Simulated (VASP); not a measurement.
## VASP 6.6.1 run: GaP

INCAR

```
ISMEAR = -1
NBANDS = 16
LWAVE = .FALSE.
PREC = Medium
ISIF = 2
LREAL = .FALSE.
GGA = PE
IBRION = -1
EDIFF = 1E-7
LCHARG = .FALSE.
LASPH = .TRUE.
NSW = 0
SIGMA = 0.02
NELM = 120
ENCUT = 520
```

KPOINTS

```
KPOINTS created by Atomic Simulation Environment
0
Gamma
8 8 8
0 0 0
```

POSCAR

```
Ga P
 1.0000000000000000
     0.0000000000000000    2.7253992946999999    2.7253992946999999
     2.6163833229000000    0.0000000000000000    2.7253992946999999
     2.6163833229000000    2.7253992946999999    0.0000000000000000
 Ga  P
   1   1
Cartesian
  0.0000000000000000  0.0000000000000000  0.0000000000000000
  1.3081916614500000  1.3626996473499999  1.3626996473499999
```

The recommended PBE PAW datasets give the neutral cell 18 valence electrons.

Command

```
mpirun -np 1 vasp_std
```

OSZICAR

```
N       E                     dE             d eps       ncg     rms          rms(c)
DAV:   1     0.827985902274E+02    0.82799E+02   -0.90549E+03  1944   0.165E+03
DAV:   2    -0.306243455792E+01   -0.85861E+02   -0.82143E+02  2168   0.320E+02
DAV:   3    -0.924892401226E+01   -0.61865E+01   -0.61650E+01  2344   0.661E+01
DAV:   4    -0.934398172168E+01   -0.95058E-01   -0.95042E-01  2328   0.875E+00
DAV:   5    -0.934571939168E+01   -0.17377E-02   -0.17376E-02  2424   0.104E+00    0.445E+00
DAV:   6    -0.909318977927E+01    0.25253E+00   -0.38145E-01  2928   0.110E+01    0.297E+00
DAV:   7    -0.906265268578E+01    0.30537E-01   -0.10413E-01  2568   0.224E+00    0.116E+00
DAV:   8    -0.906287434363E+01   -0.22166E-03   -0.13773E-02  2248   0.143E+00    0.232E-01
DAV:   9    -0.906326292428E+01   -0.38858E-03   -0.13279E-03  2488   0.484E-01    0.768E-02
DAV:  10    -0.906332390134E+01   -0.60977E-04   -0.11015E-04  2936   0.127E-01    0.353E-02
DAV:  11    -0.906338887482E+01   -0.64973E-04   -0.87151E-05  2264   0.768E-02    0.530E-03
DAV:  12    -0.906338860661E+01    0.26821E-06   -0.24270E-06  2352   0.202E-02    0.368E-03
DAV:  13    -0.906338889147E+01   -0.28486E-06   -0.78503E-07  2528   0.739E-03    0.203E-03
DAV:  14    -0.906338891492E+01   -0.23445E-07   -0.20932E-08  1672   0.113E-03
   1 F= -.90633889E+01 E0= -.90633889E+01  d E =-.585581E-11
```

Standard output (part)

```
POSCAR found type information on POSCAR GaP
 POSCAR found :  2 types and       2 ions
 LDA part: xc-table for (Slater+PW92), standard interpolation
 POSCAR, INCAR and KPOINTS ok, starting setup
 WAVECAR not read
 entering main loop
```

From OUTCAR

```
k-points           NKPTS =     59   k-points in BZ     NKDIM =     59   number of bands    NBANDS=     16

   NELECT =      18.0000    total number of electrons

   dimension x,y,z NGX =    24 NGY =   24 NGZ =   24
   dimension x,y,z NGXF=    28 NGYF=   28 NGZF=   28

  energy-cutoff  :      520.00
  volume of cell :       38.87
      direct lattice vectors                 reciprocal lattice vectors
     0.000000000  2.725399295  2.725399295    -0.191103496  0.183459356  0.183459356
     2.616383323  0.000000000  2.725399295     0.191103496 -0.183459356  0.183459356
     2.616383323  2.725399295  0.000000000     0.191103496  0.183459356 -0.183459356

 k-points in reciprocal lattice and weights: KPOINTS created by Atomic Simulation Env
   0.00000000  0.00000000  0.00000000       0.002
   0.12500000 -0.00000000 -0.00000000       0.016
   0.25000000 -0.00000000 -0.00000000       0.016
   0.37500000 -0.00000000 -0.00000000       0.016
   0.50000000 -0.00000000 -0.00000000       0.008
   0.12500000  0.12500000  0.00000000       0.008
   0.25000000  0.12500000 -0.00000000       0.031
   0.37500000  0.12500000 -0.00000000       0.031
   ...

 E-fermi :   5.6127

 k-point     1 :       0.0000    0.0000    0.0000
  band No.  band energies     occupation
      1      -9.5542      2.00000
      2      -9.5542      2.00000
      3      -9.5419      2.00000
      4      -9.4410      2.00000
      5      -9.4351      2.00000
      6      -7.7241      2.00000
      7       5.0038      2.00000
      8       5.0039      2.00000
      9       5.2243      2.00000
     10       7.2327      0.00000
     11       8.9083      0.00000
     12       8.9940      0.00000
     13       8.9942      0.00000
     14      14.0530      0.00000
     15      14.5469      0.00000
     16      15.2644      0.00000

 k-point     2 :       0.1250   -0.0000   -0.0000
  band No.  band energies     occupation
      1      -9.5678      2.00000
      2      -9.5487      2.00000
      3      -9.5399      2.00000
      4      -9.4414      2.00000
      5      -9.4347      2.00000
      6      -7.5101      2.00000
      7       3.4356      2.00000
      8       4.7408      2.00000
      9       4.9289      2.00000
     10       7.7417      0.00000
     11       9.2781      0.00000
     12       9.3489      0.00000
     13       9.6869      0.00000
     14      13.9947      0.00000
     15      14.4716      0.00000
     16      15.0253      0.00000

 k-point     3 :       0.2500   -0.0000   -0.0000
  band No.  band energies     occupation
      1      -9.6029      2.00000
      2      -9.5373      2.00000
      3      -9.5295      2.00000
      4      -9.4411      2.00000
      5      -9.4319      2.00000
      6      -6.9043      2.00000
      7       1.1103      2.00000
      8       4.2490      2.00000
      9       4.5058      2.00000
     10       7.3548      0.00000
     11       9.7821      0.00000
     12       9.9057      0.00000
     13      11.6549      0.00000
     14      14.0117      0.00000
     15      14.1312      0.00000
     16      15.2144      0.00000

 ...

  Total        1.9780937      1.3156708      1.3156708      0.0000000      0.0000000      0.0000000
  in kB       81.5390788     54.2333179     54.2333179      0.0000000      0.0000000      0.0000000
  external PRESSURE =      63.3352382 kB  Pullay stress =       0.0000000 kB

 POSITION                                       TOTAL-FORCE (eV/Angst)
 -----------------------------------------------------------------------------------
      0.00000      0.00000      0.00000        -0.000000      0.000000      0.000000
      1.30819      1.36270      1.36270         0.000000      0.000000     -0.000000
 -----------------------------------------------------------------------------------
    total drift:                                0.000010      0.000077      0.000077

  FREE ENERGIE OF THE ION-ELECTRON SYSTEM (eV)
  ---------------------------------------------------
  free  energy   TOTEN  =        -9.0633889149 eV

  energy  without entropy=       -9.0633889149  energy(sigma->0) =       -9.06338891
```

It converged. Results: gap between bands v and c on the k mesh 1.18 eV; least direct gap on the k mesh 2.01 eV; pressure 6.3 GPa. Band v is the last that the valence electrons fill when counted band by band, and c is the next.

For comparison, a separate PBE run of the intended cell, on usual settings and not on those above, gives a gap of 1.18 eV on its mesh and a pressure of 6.3 GPa.

The run above took about 15 s on one core of a shared host (Intel Xeon Platinum 8488C) and held 0.14 GiB at most.
